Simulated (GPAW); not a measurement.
CsBr:

```
Cs Br
1.0
     4.32562    0.00000    0.00000
     0.00000    4.32562    0.00000
     0.00000    0.00000    4.32562
Cs Br
1 1
Direct
  0.00000 0.00000 0.00000
  0.50000 0.50000 0.50000
```

The cell comes from a database or a generator and needn't be the stable form of this composition.

Base run:

```yaml
Program: GPAW 26.7.0
Functional: r2SCAN
Potentials_or_basis: GPAW PAW data sets (gpaw-data 1.2.1)
Cutoff: 600 eV
Basis: pw
k_mesh: 6 × 6 × 6
Occupations: fermi-dirac, width 0.05 eV
Spin: no spin polarisation
```

Its results: band gap on the k mesh 5.18 eV, indirect (least direct gap 5.19 eV); pressure 0.0 GPa.

Task: The run is repeated on the same cell with these changes: functional from r2SCAN to PBE. What comes out?

Result: Band gap on the k mesh 4.42 eV, indirect (least direct gap 4.43 eV); pressure 0.6 GPa.

r2SCAN gives the wider gap, since meta-GGAs in the generalised Kohn-Sham scheme recover part of the derivative discontinuity.

Caveats: spin-orbit coupling is left out, which moves the levels of the heavy elements; the PAW data sets were made with another functional, which shifts forces and pressure a little (some runs).
